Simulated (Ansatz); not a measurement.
# CdS (Greenockite) (P6_3mc) in Ansatz: notebook

The runs below take CdS (Greenockite) through relaxation of cell and atoms, single point, with RPBE, PBE.

Program: Ansatz 0.2.0. These are calculated values, not measurements. Logs are shortened: lines on timing, memory, paths and dates and some standing lists are left out, and cuts for length are marked.

**The experiment to reproduce.**

From “Isotope dependence of band-gap energy”, 2008, arxiv:0807.2152, for a bulk crystal of CdS: band gap 2.5809 ± 0.0002 eV.

The results are compared with them further down.

## 1. The structure

The structure is hexagonal, space group P6_3mc (No. 186). The conventional cell has a = 4.150 Å, b = 4.150 Å, c = 6.737 Å, α = 90.00°, β = 90.00°, γ = 120.00°. Cd (site symmetry 3m) is surrounded by 4 S at 2.53 to 2.54 Å. Around S (site symmetry 3m) lie 4 Cd at 2.53 to 2.54 Å.

## 2. Relaxation of cell and atoms, RPBE

input.yaml reads:

```yaml
crystal:
  lattice:
    - [4.15, 0.0, 0.0]
    - [-2.075, 3.5940054257, 0.0]
    - [0.0, 0.0, 6.737]
  atoms:
    - { symbol: Cd, position: [0.6666666667, 0.3333333333, 0.5] }
    - { symbol: Cd, position: [0.3333333333, 0.6666666667, 0.0] }
    - { symbol: S, position: [0.6666666667, 0.3333333333, 0.875] }
    - { symbol: S, position: [0.3333333333, 0.6666666667, 0.375] }
hamiltonian:
  xc: rpbe
  pseudopotentials: { kind: paw }
kpoints:
  mp_grid: { grid: [7, 7, 4] }
scf:
  occupations: { method: fermi_dirac, width: 0.05 }
output:
  forces: true
  stress: true
  write_density: true
  write_potential: true
  elf: true
  volumetric_format: npy
relax:
  f_tol: 0.01
  max_steps: 40
  cell: { stress_tol: 0.05 }
```

Potentials or basis: Ansatz PAW.

Command:

```bash
> ansatz run input.yaml --threads 2 --pin off --max-ram 5120MiB --backend cpu --events-out ev --progress --plain --runs-dir out
```

Output:

```text
Warning: RAYON_NUM_THREADS=2 ignored (pool sized by the plan → 2); use --threads N
Engine: ansatz 0.2.0, aarch64-unknown-linux-gnu
Pseudopotentials: kind: paw
Pseudopotential: Cd, paw, valence charge 20, recommended cutoff 420 eV (normal), Cd.paw.azcp
Pseudopotential: S, paw, valence charge 6, recommended cutoff 420 eV (normal), S.paw.azcp
Functional definition: RPBE
  parameter kappa = 0.804
  parameter beta = 0.06672455060314922
  exchange = rpbe_x(kappa = kappa, mu = beta*pi^2/3)
  correlation = pbe_c(beta = beta)
Crystal: 4 atoms, lattice volume = 100.483 Å³
Basis set: ecut = 420 eV, 1973 PW (Γ), exchange–correlation on 60×60×96 points (8 copies of the dense FFT grid, shifted against one another)
Bands: 32, of which v1, the nominal top of the filled ones, is band 26 counted from 1 (25 counted from 0)
Symmetry: 12 space group operations
Space group: P63mc (ITA 186), of the structure as read, at distance tolerance 4.6e-5 Å
k-points: 24 of 196 (time reversal used)
Non-local potential: Cd, projectors of the file, l = 0: 3, l = 1: 2, l = 2: 2, l = 3: 1
Non-local potential: S, projectors of the file, l = 0: 2, l = 1: 2, l = 2: 2
PAW form: soft (Blöchl's): semilocal exchange-correlation on the pseudo side does not see the compensation charge
PAW frozen core: Cd, regenerated for the run's functional, and the local potential with it (the file was generated under x = pbe(κ = 0.804, μ = 0.2195149727645171), c = pbe(β = 0.06672455060314922))
PAW frozen core: S, regenerated for the run's functional, and the local potential with it (the file was generated under x = pbe(κ = 0.804, μ = 0.2195149727645171), c = pbe(β = 0.06672455060314922))
PAW one-centre angular grid: Cd, 590 points (default); XC on 64 Gauss nodes
PAW one-centre angular grid: S, 110 points (default); XC on 64 Gauss nodes
Initial density: superposition of atomic densities (neutral atoms: chi_scale 0, normalization atom), corrected by the library's trained network
Initial wavefunctions: pseudopotential atomic-orbital guess
Functional: x = rpbe, c = pbe(β = 0.06672455060314922)
SCF iter   1: F=—  HF=-18339.106745 eV  |F-HF|=—  |Δ(HF+E_count)|=         —  Δρ=3.65e-3  dr2=1.17e-2  ethr=1.77e-3  ⟨swp⟩=6.0  Hψ=3037  notcnv=0
preconditioner: auto → Resta (q_TF=auto, 2.445 Å⁻¹)  ε∞=4.6  [insulator: Δε(μ)=1.392 eV  Ē_g=11.774 eV  σ=0.050 eV  W_gap=1.00  n_scr=22 (ndim 8)  ℏωp=22.2 eV  f_vac=0.131  D(μ)=0.00/eV (n_scr^D=0)  ε∞_Penn≈4.6]
SCF iter   2: F=—  HF=-18339.105840 eV  |F-HF|=—  |Δ(HF+E_count)|=   9.04e-4  Δρ=1.33e-3  dr2=1.86e-3  ethr=2.24e-5  ⟨swp⟩=2.1  Hψ=1266  notcnv=0
SCF iter   3: F=—  HF=-18339.105964 eV  |F-HF|=—  |Δ(HF+E_count)|=   1.23e-4  Δρ=5.52e-4  dr2=3.93e-4  ethr=3.58e-6  ⟨swp⟩=1.0  Hψ=729  notcnv=0
SCF iter   4: F=—  HF=-18339.106161 eV  |F-HF|=—  |Δ(HF+E_count)|=   1.97e-4  Δρ=1.31e-4  dr2=1.98e-5  ethr=7.55e-7  ⟨swp⟩=2.2  Hψ=1161  notcnv=0
SCF iter   5: F=—  HF=-18339.106292 eV  |F-HF|=—  |Δ(HF+E_count)|=   1.31e-4  Δρ=4.11e-5  dr2=2.30e-6  ethr=3.81e-8  ⟨swp⟩=2.0  Hψ=1161  notcnv=0
SCF iter   6: F=—  HF=-18339.106300 eV  |F-HF|=—  |Δ(HF+E_count)|=   7.65e-6  Δρ=1.19e-5  dr2=1.65e-7  ethr=4.43e-9  ⟨swp⟩=2.0  Hψ=1161  notcnv=0
SCF iter   7: F=-18339.106301 eV  HF=-18339.106301 eV  |F-HF|=2.89e-8  |Δ(HF+E_count)|=   9.33e-7  Δρ=4.29e-6  dr2=1.74e-8  ethr=1.92e-10  ⟨swp⟩=9.0  Hψ=4734  notcnv=0
SCF 1 converged in 7 iterations: F = -18339.106301 eV  dr2 = 1.74e-8
relax step   1: F+E_penalty+E_count = -18339.10630087 eV  Δ(F+E_penalty+E_count) = +0.000e0 eV  max|allowed force component| = 7.003e-2 eV/Å  Δτ_max = 0.0000 Å  P = +4.272 GPa  Ω = 100.483 Å³  (7 SCF iters, dr2 threshold 1.00e-7 eV, accepted)
Crystal: 4 atoms, lattice volume = 108.205 Å³
Basis set: ecut = 420 eV, 2093 PW (Γ), exchange–correlation on 60×60×96 points (8 copies of the dense FFT grid, shifted against one another)
Initial density: handed on by an earlier stage of this run
Initial wavefunctions: those handed on with the density
iter 1 solved again at ethr=9.12e-6 eV; its pass at ethr=3.10e-3 eV (dr2=4.74e-3 eV) is discarded
[... 22 lines left out ...]
preconditioner: auto → Resta (q_TF=auto, 2.414 Å⁻¹)  ε∞=4.5  [insulator: Δε(μ)=1.199 eV  Ē_g=11.448 eV  σ=0.050 eV  W_gap=1.00  n_scr=22 (ndim 8)  ℏωp=21.4 eV  f_vac=0.162  D(μ)=0.00/eV (n_scr^D=0)  ε∞_Penn≈4.5]
SCF iter   2: F=—  HF=-18339.204699 eV  |F-HF|=—  |Δ(HF+E_count)|=   7.23e-6  Δρ=9.25e-5  dr2=5.28e-6  ethr=3.50e-8  ⟨swp⟩=2.4  Hψ=1105  notcnv=0
SCF iter   3: F=—  HF=-18339.204701 eV  |F-HF|=—  |Δ(HF+E_count)|=   1.83e-6  Δρ=1.58e-5  dr2=3.62e-7  ethr=1.02e-8  ⟨swp⟩=2.0  Hψ=1041  notcnv=0
SCF iter   4: F=—  HF=-18339.204701 eV  |F-HF|=—  |Δ(HF+E_count)|=   2.35e-7  Δρ=4.77e-6  dr2=2.70e-8  ethr=6.96e-10  ⟨swp⟩=2.6  Hψ=1176  notcnv=0
SCF iter   5: F=-18339.204701 eV  HF=-18339.204701 eV  |F-HF|=2.15e-9  |Δ(HF+E_count)|=   3.79e-8  Δρ=2.89e-6  dr2=7.20e-9  ethr=2.85e-11  ⟨swp⟩=7.1  Hψ=4130  notcnv=0
SCF 4 converged in 5 iterations: F = -18339.204701 eV  dr2 = 7.20e-9
relax step   4: F+E_penalty+E_count = -18339.20470097 eV  Δ(F+E_penalty+E_count) = -6.057e-5 eV  max|allowed force component| = 7.150e-5 eV/Å  Δτ_max = 0.0022 Å  P = +0.000 GPa  Ω = 108.485 Å³  energy of the carried Pulay correction = -1.879e-3 eV  (5 SCF iters, dr2 threshold 1.48e-8 eV, accepted)
Initial wavefunctions: pseudopotential atomic-orbital guess (no wavefunctions were taken with the density)
iter 1 solved again at ethr=1.27e-7 eV; its pass at ethr=3.10e-3 eV (dr2=6.60e-5 eV) is discarded
SCF iter   1: F=—  HF=-18339.206327 eV  |F-HF|=—  |Δ(HF+E_count)|=         —  Δρ=1.52e-4  dr2=4.35e-6  ethr=1.27e-7  ⟨swp⟩=3.0  Hψ=5078  notcnv=0
SCF iter   2: F=—  HF=-18339.206373 eV  |F-HF|=—  |Δ(HF+E_count)|=   4.58e-5  Δρ=7.07e-5  dr2=1.09e-6  ethr=8.36e-9  ⟨swp⟩=2.1  Hψ=1240  notcnv=0
SCF iter   3: F=—  HF=-18339.206375 eV  |F-HF|=—  |Δ(HF+E_count)|=   2.02e-6  Δρ=1.92e-5  dr2=7.23e-8  ethr=2.10e-9  ⟨swp⟩=2.5  Hψ=1206  notcnv=0
SCF iter   4: F=—  HF=-18339.206375 eV  |F-HF|=—  |Δ(HF+E_count)|=   1.45e-7  Δρ=1.35e-6  dr2=5.80e-10  ethr=1.39e-10  ⟨swp⟩=2.0  Hψ=1164  notcnv=0
SCF iter   5: F=—  HF=-18339.206375 eV  |F-HF|=—  |Δ(HF+E_count)|=   1.83e-9  Δρ=2.29e-7  dr2=4.86e-11  ethr=1.00e-12  ⟨swp⟩=6.2  Hψ=3388  notcnv=0
SCF iter   6: F=-18339.206375 eV  HF=-18339.206375 eV  |F-HF|=1.46e-11  |Δ(HF+E_count)|=  1.09e-10  Δρ=6.61e-8  dr2=7.27e-12  ethr=1.00e-12  ⟨swp⟩=5.8  Hψ=3039  notcnv=0
SCF 5 converged in 6 iterations: F = -18339.206375 eV  dr2 = 7.27e-12
relax step   5: F+E_penalty+E_count = -18339.20637539 eV  Δ(F+E_penalty+E_count) = -1.674e-3 eV  max|allowed force component| = 6.289e-5 eV/Å  Δτ_max = 0.0000 Å  P = -0.009 GPa  Ω = 108.485 Å³  stress off target by 1.35e-2 GPa  SCF on the basis re-selected at this cell (its energy is not comparable with the rows above)  (6 SCF iters)
basis re-selected at this cell: Δ(F+E_penalty+E_count) = -1.674e-3 eV, ΔP = -0.010 GPa vs the last step (what re-selecting the basis moved, of the pressure what is left beyond the Pulay correction that the steps carried, after the strain that the cell walked since its last selection, with what the two solves' SCF thresholds leave and, on support functions, any second-order correction that the steps lacked; it is no measure of the basis error at this ecutwfc). This SCF's stress stands 1.35e-2 GPa from its target on what of the cell is left free (relax.cell.stress_tol is 5.00e-2 GPa) and its largest allowed force component is 6.29e-5 eV/Å (relax.f_tol is 1.00e-2 eV/Å): within both
SCF converged after 6 iterations
Free energy (F): -18339.206375 eV
Harris-Foulkes:  -18339.206375 eV  (|F-HF|=1.46e-11)
Internal energy: -18339.206375 eV  (E = F + TS)
E sigma→0 (E₀):  -18339.206375 eV
Entropy (-TS):   -0.000000 eV (-0.000 meV/atom)
Fermi energy:    6.475253 eV
--- Per-component energies (eV) ---
  E_band       = -1058.106414
  E_kinetic    = 1220.269290
  E_local      = -8297.807500  (includes V_loc(G=0)·N_el)
  E_nonlocal   = 121.655550
  E_hartree    = 3802.094298
  E_xc         = -547.284489
  E_vxc        = -615.653349  (∫ρ·V_xc dr)
  E_paw        = -9391.140973  (= ΣΔE_a)
  E_vpaw       = -1090.758899  (= ΣTr[D̂ρ^β])
  E_aug_tail   = 0.000030  (compensation charges beyond the density's cutoff)
  E_ewald      = -5246.695085
  E_core_change = -0.297496  (= ΣΔE_core)
  E_smearing   = -0.000000  (= −TS)
  E_closure    = -0.000000  (closes the sum)
  Σ components = -18339.206375   (vs F -18339.206375, Δ=0.00e0)
--- Forces (eV/Å), atoms counted from 1 ---
  atom   1  Cd    -0.00000000     0.00000000     0.00006328
  atom   2  Cd    -0.00000000    -0.00000000     0.00006328
  atom   3  S      0.00000000     0.00000000    -0.00006250
  atom   4  S     -0.00000000    -0.00000000    -0.00006250
  max |Σ_I F_I| component: 1.58e-6 eV/Å
--- Stress (GPa, compression-positive) ---
       -0.006922      -0.000000       0.000000
        0.000000      -0.006922       0.000000
        0.000000       0.000000      -0.013454
  P = ⅓ Tr σ = -0.0091 GPa (-0.091 kbar)
--- Band table (eV; the first three rows and the last of 24) ---
  k-point 0: bands = ["-95.3326", "-95.3326", "-56.4065", "-56.4062", "-56.4062", "-56.4061", "-56.4061", "-56.4061", "-5.9996", "-5.6547", "-1.5958", "-1.5920", "-1.5920", "-1.5259", "-1.5259", "-1.2712", "-1.2712", "-1.2023", "-1.2023", "-0.9178", "2.0344", "5.2067", "5.2067", "5.8105", "5.8403", "5.8403", "7.0397", "8.6504", "12.3993", "12.3993", "12.6865", "13.4025"]
  k-point 1: bands = ["-95.3326", "-95.3326", "-56.4065", "-56.4062", "-56.4062", "-56.4062", "-56.4061", "-56.4061", "-5.9477", "-5.7032", "-1.5847", "-1.5847", "-1.5506", "-1.5380", "-1.5380", "-1.2591", "-1.2591", "-1.2103", "-1.2103", "-1.1046", "2.5216", "4.9035", "5.2948", "5.2948", "5.7424", "5.7424", "7.8698", "8.7096", "12.2311", "12.4678", "12.4678", "12.8667"]
  k-point 2: bands = ["-95.3326", "-95.3326", "-56.4063", "-56.4063", "-56.4061", "-56.4061", "-56.4061", "-56.4061", "-5.8238", "-5.8238", "-1.5637", "-1.5637", "-1.5637", "-1.5637", "-1.3887", "-1.3887", "-1.2327", "-1.2327", "-1.2327", "-1.2327", "3.6236", "3.6236", "5.5137", "5.5137", "5.5137", "5.5137", "8.6355", "8.6355", "12.0628", "12.0628", "12.7280", "12.7280"]
  k-point 23: bands = ["-95.3326", "-95.3326", "-56.4064", "-56.4064", "-56.4063", "-56.4063", "-56.4062", "-56.4062", "-5.5830", "-5.5830", "-1.4517", "-1.4517", "-1.4318", "-1.4318", "-1.2812", "-1.2812", "-1.2373", "-1.2373", "-0.8311", "-0.8311", "2.3088", "2.3088", "3.9291", "3.9291", "4.8854", "4.8854", "10.1017", "10.1017", "11.9142", "11.9142", "12.4701", "12.4701"]
--- Relaxed structure (4 steps of the walk, 4 accepted, 1 SCFs on fresh bases) ---
  F+E_penalty+E_count = -18339.20637539 eV   max|allowed force component| = 6.289e-5 eV/Å   (the final SCF, on the basis selected at the relaxed cell)
  cell:  # Å, volume = 108.4851 Å³
    - [4.254352559730983, 0.0, 3.20920974737386e-17]
    - [-2.1271762798654916, 3.6843773933823845, -1.6046048736869296e-17]
    - [5.209746040499759e-17, -7.442370864472132e-34, 6.921056300532974]
  atoms:
    - { symbol: Cd, position: [0.6666666666666667, 0.33333333333333337, 0.4991343576498441] }
    - { symbol: Cd, position: [0.33333333333333337, 0.6666666666666667, -0.0008656423501558862] }
    - { symbol: S, position: [0.6666666666666667, 0.33333333333333337, 0.8758656423501558] }
    - { symbol: S, position: [0.33333333333333337, 0.6666666666666667, 0.37586564235015574] }
```

It took 17 s on 2 threads of Arm Neoverse V1, shared host; peak memory 0.39 GiB.

Results:

```yaml
Free_energy: -18339.2064 eV
Relaxed_volume: 27.12 Å³/atom
Relaxed_cell: a = 4.254 Å, b = 4.254 Å, c = 6.921 Å, α = 90.00°, β = 90.00°, γ = 120.00°
Space_group_after_relaxing_to_0.05_Å: P6_3mc (No. 186)
Energy_gained_by_relaxing: 25.0 meV/atom
Ionic_steps: 5
Pressure_after_relaxing: 0.0 GPa
Band_gap_on_the_k_mesh: 1.20 eV, direct
```

Step by step:
```csv
step,energy change (eV),largest force (eV/Å),volume (Å³)
1,0.0000,0.0700,100.48
2,-0.0981,0.0310,108.21
3,-0.0983,0.0154,108.45
4,-0.0984,0.0001,108.49
5,-0.1001,0.0001,108.49
```

Final structure:
```
Cd S
1.0
     4.25435    0.00000    0.00000
    -2.12718    3.68438    0.00000
     0.00000    0.00000    6.92106
Cd S
2 2
Direct
  0.66667 0.33333 0.49913
  0.33333 0.66667 0.99913
  0.66667 0.33333 0.87587
  0.33333 0.66667 0.37587
```

Caveat: odd divisions of the mesh miss points on the zone boundary, where band edges often lie, so the gap on the mesh can be too wide; the plane-wave basis is chosen anew once the cell has moved, so the energies of steps on either side of that aren't comparable; the PAW data sets come from PBE, with cores solved anew for the run's functional, which leaves a small shift of forces and pressure.

## 3. Single point, PBE

Changes to input.yaml since step 2:

```diff
@@ -11,3 +11,3 @@
 hamiltonian:
-  xc: rpbe
+  xc: pbe
   pseudopotentials: { kind: paw }
@@ -17,2 +17,4 @@
   occupations: { method: fermi_dirac, width: 0.05 }
+basis:
+  ecutwfc: "250 eV"
 output:
@@ -20,2 +22,3 @@
   stress: true
+  eigenvalues: true
   write_density: true
@@ -24,5 +27 @@
   volumetric_format: npy
-relax:
-  f_tol: 0.01
-  max_steps: 40
-  cell: { stress_tol: 0.05 }
```

Potentials or basis: Ansatz PAW.

Command:

```bash
> ansatz run input.yaml --threads 2 --pin off --max-ram 5120MiB --backend cpu --events-out ev --progress --plain --runs-dir out
```

Output:

```text
Warning: basis.ecutwfc = 250 eV is below the records' recommended 420 eV, and the density's cutoff is lower with it unless basis.ecutrho_ratio is high enough to keep the records' density cutoff: compare with a run at a higher cutoff
Warning: RAYON_NUM_THREADS=2 ignored (pool sized by the plan → 2); use --threads N
[... 4 set-up lines as earlier in the session ...]
[... 60 lines left out ...]
       -0.000000       0.000000       2.948356
  P = ⅓ Tr σ = 2.4382 GPa (24.382 kbar)
--- Band table (eV; the first three rows and the last of 24) ---
  k-point 0: bands = ["-95.2464", "-95.2408", "-56.1798", "-56.1798", "-56.1774", "-56.1704", "-56.1630", "-56.1630", "-5.5382", "-5.1262", "-1.1484", "-1.1272", "-1.1272", "-0.9940", "-0.9940", "-0.7336", "-0.7336", "-0.6261", "-0.6261", "-0.3032", "2.4140", "5.9685", "5.9685", "6.6677", "6.7091", "6.7091", "7.9383", "9.5367", "13.2599", "13.2599", "13.5883", "14.3610"]
  k-point 1: bands = ["-95.2469", "-95.2429", "-56.1809", "-56.1809", "-56.1716", "-56.1711", "-56.1711", "-56.1696", "-5.4752", "-5.1866", "-1.1262", "-1.1262", "-1.0712", "-1.0384", "-1.0384", "-0.7198", "-0.7198", "-0.6380", "-0.6380", "-0.5678", "3.0009", "5.6832", "6.0662", "6.0662", "6.5920", "6.5920", "8.8219", "9.6100", "13.0957", "13.3222", "13.3222", "13.8111"]
  k-point 2: bands = ["-95.2400", "-95.2400", "-56.1662", "-56.1662", "-56.1662", "-56.1662", "-56.1628", "-56.1628", "-5.3188", "-5.3188", "-1.0505", "-1.0505", "-1.0505", "-1.0505", "-0.8783", "-0.8783", "-0.6547", "-0.6547", "-0.6547", "-0.6547", "4.2753", "4.2753", "6.3338", "6.3338", "6.3338", "6.3338", "9.5918", "9.5918", "12.9414", "12.9414", "13.6114", "13.6114"]
  k-point 23: bands = ["-95.2431", "-95.2431", "-56.1728", "-56.1728", "-56.1714", "-56.1714", "-56.1663", "-56.1663", "-5.0384", "-5.0384", "-0.9425", "-0.9425", "-0.9102", "-0.9102", "-0.7314", "-0.7314", "-0.6753", "-0.6753", "-0.1790", "-0.1790", "2.8080", "2.8080", "4.5009", "4.5009", "5.6079", "5.6079", "11.0761", "11.0761", "12.7505", "12.7505", "13.3100", "13.3100"]
```

rho_z.tsv:

```text
# z_ang	rho[e/angstrom^3]
# format = ansatz-planar-average/11
# lattice	4.150000000	0.000000000	0.000000000
# lattice	-2.075000000	3.594005426	0.000000000
# lattice	0.000000000	0.000000000	6.737000000
# sites	4
# site	48	2.075000000	1.198001809	3.368500000
# site	48	0.000000000	2.396003617	0.000000000
# site	16	2.075000000	1.198001809	5.894875000
# site	16	0.000000000	2.396003617	2.526375000
0.000000	1.501672e0
0.187139	1.274784e0
0.374278	8.381176e-1
0.561417	4.366572e-1
0.748556	1.994331e-1
0.935694	1.030853e-1
1.122833	7.615041e-2
1.309972	7.840801e-2
1.497111	9.926140e-2
1.684250	1.387284e-1
1.871389	1.925867e-1
2.058528	2.455564e-1
2.245667	2.874717e-1
2.432806	3.357317e-1
2.619944	4.404502e-1
2.807083	6.660997e-1
2.994222	1.022353e0
3.181361	1.378445e0
3.368500	1.501672e0
3.555639	1.274784e0
3.742778	8.381176e-1
3.929917	4.366572e-1
4.117056	1.994331e-1
4.304194	1.030853e-1
4.491333	7.615041e-2
4.678472	7.840801e-2
4.865611	9.926140e-2
5.052750	1.387284e-1
5.239889	1.925867e-1
5.427028	2.455564e-1
5.614167	2.874717e-1
5.801306	3.357317e-1
5.988444	4.404502e-1
6.175583	6.660997e-1
6.362722	1.022353e0
6.549861	1.378445e0
```

Run time: 2.2 s. Hardware: 2 threads of Arm Neoverse V1, shared host; peak memory 0.3 GiB.

Results:

* Free energy: -18312.3676 eV
* Pressure: 2.4 GPa
* Largest force: 0.068 eV/Å
* Band gap on the k mesh: 1.23 eV, direct

Forces in eV/Å, atoms in the order of the input:
```
Cd   0.000  0.000 -0.068
Cd   0.000  0.000 -0.068
S    0.000  0.000  0.068
S    0.000  0.000  0.068
```

Caveat: odd divisions of the mesh miss points on the zone boundary, where band edges often lie, so the gap on the mesh can be too wide; the pressure holds a Pulay correction of +39.3 GPa for the finite cutoff; the cutoff lies under the one recommended for these potentials.

## 4. Against experiment

Step 3. A measured gap of CdS is 2.5809 eV (quoted in “Isotope dependence of band-gap energy”, 2008, arxiv:0807.2152); the calculated 1.23 eV misses it by -1.35 eV. So large a miss can be the level of theory's own, or it may mean another phase, state or a wrong row. Spin-orbit coupling on Cd is left out. The value is that of PBE, without temperature or zero-point motion. Semilocal functionals fall short of measured gaps as a rule.
